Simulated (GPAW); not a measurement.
# Ti (P6_3/mmc) in GPAW: further runs

One crystal, Ti, is run at these levels: PBEsol; tasks: relaxation of cell and atoms.

Everything below comes from runs of GPAW 26.7.0. Logs are shortened: lines on timing, memory, paths and dates and some standing lists are left out, and cuts for length are marked. The log counts tension as positive stress, the text compression.

### 1 The crystal as given

Symmetry: P6_3/mmc, No. 194, hexagonal system. The conventional cell has a = 2.950 Å, b = 2.950 Å, c = 4.680 Å, α = 90.00°, β = 90.00°, γ = 120.00°. Around Ti (site symmetry -6m2) lie 12 Ti at 2.89 to 2.95 Å.

### 2 Relaxation of cell and atoms, PBEsol, target pressure 20 GPa, at which the enthalpy is minimised

File run.py:

```python
from ase import Atoms
from ase.filters import FrechetCellFilter
from ase.io import write
from ase.optimize import BFGS
from ase.units import GPa
from gpaw import GPAW, PW, setup_paths

setup_paths.insert(0, '.')

atoms = Atoms(['Ti', 'Ti'],
              cell=[[2.95, 0.0, 0.0],
                    [-1.475, 2.5547749412, 0.0],
                    [0.0, 0.0, 4.68]],
              scaled_positions=[[0.6666666667, 0.3333333333, 0.75],
                                [0.3333333333, 0.6666666667, 0.25]],
              pbc=True)

calc = GPAW(mode=PW(600),
            xc='PBEsol',
            kpts={'size': (8, 8, 4), 'gamma': True},
            occupations={'name': 'fermi-dirac', 'width': 0.05},
            nbands=24,
            convergence={'density': 1e-05, 'forces': 0.0001},
            maxiter=150,
            txt='gpaw.txt')
atoms.calc = calc
opt = BFGS(FrechetCellFilter(atoms, scalar_pressure=20 * GPa), trajectory='relax.traj', logfile='-')
done = opt.run(fmax=0.02, steps=60)
calc.write('gs.gpw')
write('result.traj', atoms)
print('Converged:', done)
print('Cell:', atoms.cell.cellpar().round(4))
print('Volume:', round(atoms.get_volume(), 4))
print(atoms.get_scaled_positions().round(5))
```

Potentials or basis: PAW data sets generated in the run's folder for this functional, pw.

Started as:

```sh
$ gpaw-setup -f PBEsol Ti
$ OMP_NUM_THREADS=1 python run.py
```

gpaw.txt:

```text
__  _  _
 | _ |_)|_||  |
 |__||  | ||/\| - 26.7.0

Input parameters:
  mode=PW(ecut=600.0),
  convergence={'density': 1e-05, 'forces': 0.0001},
  kpts=MonkhorstPack(size=(8, 8, 4), gamma=True),
  maxiter=150,
  nbands=24,
  occupations=Occupations(name='fermi-dirac', width=0.05),
  xc=XC(name='PBEsol')

Diagonalizing LCAO Hamiltonian
Converting LCAO to pw mode

          Ti

        Ti

Atoms  # Å, Bohr magnetons
|   | symbol |         x |        y |        z |    initial magnetic moments |
|---|--------|-----------|----------|----------|-----------------------------|
| 0 |     Ti |  1.475000 | 0.851592 | 3.510000 | ( 0.0000,  0.0000,  0.0000) |
| 1 |     Ti | -0.000000 | 1.703183 | 1.170000 | ( 0.0000,  0.0000,  0.0000) |

Unit cell  # Å
| periodic |         x |        y |        z |  lengths |     angles |
|----------|-----------|----------|----------|----------|------------|
|      yes |  2.950000 | 0.000000 | 0.000000 | 2.950000 |  90.000000 |
|      yes | -1.475000 | 2.554775 | 0.000000 | 2.950000 |  90.000000 |
|      yes |  0.000000 | 0.000000 | 4.680000 | 4.680000 | 120.000000 |

Number of symmetries: 12
Symmetry operations  # r_c * U_cc + t_c -> r_c
|    | kind |            matrix            |
|----|------|------------------------------|
|  0 |  σ   |  1, 1, 0,  0,-1, 0,  0, 0, 1 |
|  1 |  S6  |  1, 1, 0, -1, 0, 0,  0, 0,-1 |
|  2 |  E   |  1, 0, 0,  0, 1, 0,  0, 0, 1 |
|  3 |  C2  |  1, 0, 0, -1,-1, 0,  0, 0,-1 |
|  4 |  C2  |  0, 1, 0,  1, 0, 0,  0, 0,-1 |
|  5 |  C3  |  0, 1, 0, -1,-1, 0,  0, 0, 1 |
|  6 |  S6  |  0,-1, 0,  1, 1, 0,  0, 0,-1 |
|  7 |  σ   |  0,-1, 0, -1, 0, 0,  0, 0, 1 |
|  8 |  σ   | -1, 0, 0,  1, 1, 0,  0, 0, 1 |
|  9 |  i   | -1, 0, 0,  0,-1, 0,  0, 0,-1 |
| 10 |  C3  | -1,-1, 0,  1, 0, 0,  0, 0, 1 |
| 11 |  C2  | -1,-1, 0,  0, 1, 0,  0, 0,-1 |
[... 110 lines left out ...]
SCF iterations
|iter     | |      energy | eigst |  dens |force |
|---------|-|-------------|-------|-------|------|
|iter:   1| |  -14.857862 | -0.10 |       |      |
|iter:   2| |  -14.736050 | -2.52 | -1.21 |      |
|iter:   3| |  -14.328326 | -1.29 | -1.26 |      |
|iter:   4| |  -14.331384 | -3.36 | -1.96 |      |
|iter:   5| |  -14.333175c| -3.71 | -2.29 |      |
|iter:   6| |  -14.333222c| -5.59 | -3.34 |      |
|iter:   7| |  -14.333231c| -6.31 | -3.80 |      |
|iter:   8| |  -14.333231c| -8.13c| -4.69 |      |
|iter:   9| |  -14.333231c| -8.36c| -5.21c|      |
|iter:  10| |  -14.333231c| -8.62c| -5.61c|-3.29 |
|iter:  11| |  -14.333231c| -9.47c| -6.45c|-4.86c|

Converged in 11 steps
Energy contributions relative to reference atoms: (reference = -46395.495296)

Energy contributions:
  Kinetic:           7.655708
  Coulomb:          -8.087854
  Zero:              0.046948
  External:          0.000000
  Xc:              -13.942019
  Entropy:          -0.012030
  Spinorbit:         0.000000
  ----------------------------
  Free energy:     -14.339246
  Extrapolated:    -14.333231

dipole moment: (0.000000, 0.000000, 0.000000)  # |e|*Ang
[... 26 lines left out ...]
No gap
No difference between direct/indirect transitions

Stress tensor  # eV/Ang^3
|        x |        y |        z |
|----------|----------|----------|
| 0.038153 | 0.000000 | 0.000000 |
| 0.000000 | 0.038153 | 0.000000 |
| 0.000000 | 0.000000 | 0.043684 |

Forces  # eV/Ang
|       x |        y |        z |
|---------|----------|----------|
| 0.00000 | -0.00000 |  0.00001 |  # Ti   0
| 0.00000 | -0.00000 | -0.00001 |  # Ti   1

Interpolating wave functions to new cell

          Ti

        Ti

Atoms  # Å, Bohr magnetons
|   | symbol |         x |        y |        z |    initial magnetic moments |
|---|--------|-----------|----------|----------|-----------------------------|
| 0 |     Ti |  1.445026 | 0.834286 | 3.436277 | ( 0.0000,  0.0000,  0.0000) |
| 1 |     Ti | -0.000000 | 1.668572 | 1.145425 | ( 0.0000,  0.0000,  0.0000) |

Unit cell  # Å
| periodic |         x |         y |         z |  lengths |     angles |
|----------|-----------|-----------|-----------|----------|------------|
|      yes |  2.890052 |  0.000000 |  0.000000 | 2.890052 |  90.000000 |
|      yes | -1.445026 |  2.502858 | -0.000000 | 2.890052 |  90.000000 |
|      yes |  0.000000 | -0.000000 |  4.581702 | 4.581702 | 120.000000 |
[... 200 lines left out ...]
          Ti

        Ti

Atoms  # Å, Bohr magnetons
|   | symbol |         x |        y |        z |    initial magnetic moments |
|---|--------|-----------|----------|----------|-----------------------------|
| 0 |     Ti |  1.379902 | 0.796687 | 3.273477 | ( 0.0000,  0.0000,  0.0000) |
| 1 |     Ti | -0.000000 | 1.593374 | 1.091161 | ( 0.0000,  0.0000,  0.0000) |

Unit cell  # Å
| periodic |         x |        y |         z |  lengths |     angles |
|----------|-----------|----------|-----------|----------|------------|
|      yes |  2.759804 | 0.000000 | -0.000000 | 2.759804 |  90.000000 |
|      yes | -1.379902 | 2.390061 | -0.000000 | 2.759804 |  90.000000 |
|      yes |  0.000000 | 0.000000 |  4.364638 | 4.364638 | 120.000000 |

Number of symmetries: 12
Symmetry operations  # r_c * U_cc + t_c -> r_c
|    | kind |            matrix            |
|----|------|------------------------------|
|  0 |  σ   |  1, 1, 0,  0,-1, 0,  0, 0, 1 |
|  1 |  S6  |  1, 1, 0, -1, 0, 0,  0, 0,-1 |
|  2 |  E   |  1, 0, 0,  0, 1, 0,  0, 0, 1 |
|  3 |  C2  |  1, 0, 0, -1,-1, 0,  0, 0,-1 |
|  4 |  C2  |  0, 1, 0,  1, 0, 0,  0, 0,-1 |
|  5 |  C3  |  0, 1, 0, -1,-1, 0,  0, 0, 1 |
|  6 |  S6  |  0,-1, 0,  1, 1, 0,  0, 0,-1 |
|  7 |  σ   |  0,-1, 0, -1, 0, 0,  0, 0, 1 |
|  8 |  σ   | -1, 0, 0,  1, 1, 0,  0, 0, 1 |
|  9 |  i   | -1, 0, 0,  0,-1, 0,  0, 0,-1 |
| 10 |  C3  | -1,-1, 0,  1, 0, 0,  0, 0, 1 |
| 11 |  C2  | -1,-1, 0,  0, 1, 0,  0, 0,-1 |
[... 110 lines left out ...]
SCF iterations
|iter     | |      energy | eigst |  dens |force |
|---------|-|-------------|-------|-------|------|
|iter:   1| |  -14.988864 | +0.29 |       |      |
|iter:   2| |  -14.773998 | -2.07 | -1.13 |      |
|iter:   3| |  -14.016134 | -1.01 | -1.18 |      |
|iter:   4| |  -14.035705 | -3.38 | -2.03 |      |
|iter:   5| |  -14.045174 | -3.57 | -2.29 |      |
|iter:   6| |  -14.045190c| -6.07 | -3.42 |      |
|iter:   7| |  -14.045194c| -7.19 | -3.84 |      |
|iter:   8| |  -14.045194c| -7.52c| -4.82 |      |
|iter:   9| |  -14.045194c| -8.13c| -5.56c|      |
|iter:  10| |  -14.045194c| -8.62c| -5.98c|-3.54 |
|iter:  11| |  -14.045194c| -9.15c| -6.32c|-4.19c|

Converged in 11 steps
Energy contributions relative to reference atoms: (reference = -46395.495296)

Energy contributions:
  Kinetic:          25.478215
  Coulomb:         -20.551614
  Zero:              0.014164
  External:          0.000000
  Xc:              -18.980647
  Entropy:          -0.010624
  Spinorbit:         0.000000
  ----------------------------
  Free energy:     -14.050506
  Extrapolated:    -14.045194

dipole moment: (0.000000, 0.000000, 0.000000)  # |e|*Ang
[... 26 lines left out ...]
No gap
No difference between direct/indirect transitions

Stress tensor  # eV/Ang^3
|         x |         y |         z |
|-----------|-----------|-----------|
| -0.144336 |  0.000000 |  0.000000 |
|  0.000000 | -0.144336 |  0.000000 |
|  0.000000 |  0.000000 | -0.145102 |

Forces  # eV/Ang
|       x |        y |        z |
|---------|----------|----------|
| 0.00000 |  0.00000 |  0.00002 |  # Ti   0
| 0.00000 | -0.00000 | -0.00002 |  # Ti   1

Interpolating wave functions to new cell

          Ti

        Ti

Atoms  # Å, Bohr magnetons
|   | symbol |         x |        y |        z |    initial magnetic moments |
|---|--------|-----------|----------|----------|-----------------------------|
| 0 |     Ti |  1.387807 | 0.801251 | 3.293141 | ( 0.0000,  0.0000,  0.0000) |
| 1 |     Ti | -0.000000 | 1.602502 | 1.097715 | ( 0.0000,  0.0000,  0.0000) |

Unit cell  # Å
| periodic |         x |         y |         z |  lengths |     angles |
|----------|-----------|-----------|-----------|----------|------------|
|      yes |  2.775614 | -0.000000 |  0.000000 | 2.775614 |  90.000000 |
|      yes | -1.387807 |  2.403752 | -0.000000 | 2.775614 |  90.000000 |
|      yes |  0.000000 |  0.000000 |  4.390856 | 4.390856 | 120.000000 |
[... 396 lines left out ...]
No gap
No difference between direct/indirect transitions

Stress tensor  # eV/Ang^3
|         x |         y |         z |
|-----------|-----------|-----------|
| -0.124949 |  0.000000 |  0.000000 |
| -0.000000 | -0.124949 | -0.000000 |
|  0.000000 | -0.000000 | -0.124557 |

Forces  # eV/Ang
|        x |       y |        z |
|----------|---------|----------|
| -0.00000 | 0.00000 |  0.00001 |  # Ti   0
|  0.00000 | 0.00000 | -0.00001 |  # Ti   1

# Writing to gs.gpw (mode='')
```

Run time: 2.5 min. Hardware: 1 thread of Intel Xeon at 2.50GHz (Skylake/Cascade Lake), shared host; peak memory 0.21 GiB.

What came out:

```
Free energy                                            : -14.1173 eV
Relaxed volume                                         : 14.63 Å³/atom
Relaxed cell                                           : a = 2.775 Å, b = 2.775 Å, c = 4.389 Å, α = 90.00°, β = 90.00°, γ = 120.00°
Space group after relaxing (to 0.05 Å)                 : P6_3/mmc (No. 194)
Energy change on relaxing (the enthalpy is what falls) : +110.5 meV/atom
Ionic steps                                            : 5
Pressure after relaxing                                : 20.0 GPa
Band gap on the k mesh                                 : none (metal or under the smearing width)
```

Step by step:
```
step  energy change (eV)  largest force (eV/Å)  pressure (GPa)  volume (Å³)
   1              0.0000                0.0000           -6.41        35.27
   2             -0.0302                0.0000            0.52        33.14
   3              0.2880                0.0000           23.17        28.79
   4              0.2167                0.0000           19.78        29.30
   5              0.2211                0.0000           20.00        29.26
```

Final structure:
```cif
data_structure
_symmetry_space_group_name_H-M 'P 1'
_symmetry_Int_Tables_number 1
_cell_length_a 2.7746
_cell_length_b 2.7746
_cell_length_c 4.3889
_cell_angle_alpha 90.000
_cell_angle_beta 90.000
_cell_angle_gamma 120.000
_cell_volume 29.26
loop_
_atom_site_label
_atom_site_type_symbol
_atom_site_fract_x
_atom_site_fract_y
_atom_site_fract_z
_atom_site_occupancy
Ti1 Ti 0.66667 0.33333 0.75000 1
Ti2 Ti 0.33333 0.66667 0.25000 1
```

Caveat: later steps reuse the first step's grids; the volume moved by over 15 % at a fixed basis, so the end points are rough.

### 3 Relaxation of cell and atoms, PBEsol, target pressure 30 GPa, at which the enthalpy is minimised

Edit run.py of step 2 so:

```diff
@@ -26,3 +26,3 @@
 atoms.calc = calc
-opt = BFGS(FrechetCellFilter(atoms, scalar_pressure=20 * GPa), trajectory='relax.traj', logfile='-')
+opt = BFGS(FrechetCellFilter(atoms, scalar_pressure=30 * GPa), trajectory='relax.traj', logfile='-')
 done = opt.run(fmax=0.02, steps=60)
```

Potentials or basis: PAW data sets generated in the run's folder for this functional, pw.

Started as:

```sh
$ gpaw-setup -f PBEsol Ti
$ OMP_NUM_THREADS=1 python run.py
```

Run time: 2.9 min. Hardware: 1 thread of Intel Xeon at 2.50GHz (Skylake/Cascade Lake), shared host; peak memory 0.21 GiB.

It converged, with:

- Free energy: -13.8913 eV
- Relaxed volume: 13.93 Å³/atom
- Relaxed cell: a = 2.729 Å, b = 2.729 Å, c = 4.320 Å, α = 90.00°, β = 90.00°, γ = 120.00°
- Space group after relaxing (to 0.05 Å): P6_3/mmc (No. 194)
- Energy change on relaxing (the enthalpy is what falls): +223.9 meV/atom
- Ionic steps: 5
- Pressure after relaxing: 30.0 GPa
- Band gap on the k mesh: none (metal or under the smearing width)

Stress tensor (GPa, compression positive):
```
29.90  0.00  0.00
 0.00 29.90  0.00
 0.00  0.00 30.18
```

Step by step:
```csv
step,energy change (eV),largest force (eV/Å),pressure (GPa),volume (Å³)
1,0.0000,0.0000,-6.41,35.27
2,-0.0161,0.0000,3.59,32.37
3,0.5703,0.0000,34.77,27.28
4,0.4399,0.0000,29.68,27.91
5,0.4478,0.0000,29.99,27.87
```

Final structure:
```cif
data_structure
_symmetry_space_group_name_H-M 'P 1'
_symmetry_Int_Tables_number 1
_cell_length_a 2.7291
_cell_length_b 2.7291
_cell_length_c 4.3202
_cell_angle_alpha 90.000
_cell_angle_beta 90.000
_cell_angle_gamma 120.000
_cell_volume 27.87
loop_
_atom_site_label
_atom_site_type_symbol
_atom_site_fract_x
_atom_site_fract_y
_atom_site_fract_z
_atom_site_occupancy
Ti1 Ti 0.66667 0.33333 0.75000 1
Ti2 Ti 0.33333 0.66667 0.25000 1
```

Levels at points of the mesh, in eV from the Fermi level:
| k point | band 9 | band 10 | band 11 | band 12 | band 13 | band 14 | band 15 | band 16 |
| --- | --- | --- | --- | --- | --- | --- | --- | --- |
| (0.00, 0.00, 0.00) | -6.58 | -3.31 | 0.81 | 0.81 | 1.01 | 1.51 | 1.51 | 1.55 |
| (0.00, 0.00, 0.50) | -4.44 | -4.44 | 0.06 | 0.06 | 0.69 | 0.69 | 0.69 | 0.69 |
| (0.50, 0.50, 0.00) | -2.97 | -2.65 | -2.55 | -0.29 | 0.42 | 0.82 | 1.50 | 4.35 |
| (0.50, 0.50, 0.50) | -3.24 | -3.24 | -1.19 | -1.19 | 2.06 | 2.06 | 2.13 | 2.13 |

Caveat: later steps reuse the first step's grids; the volume moved by over 15 % at a fixed basis, so the end points are rough.
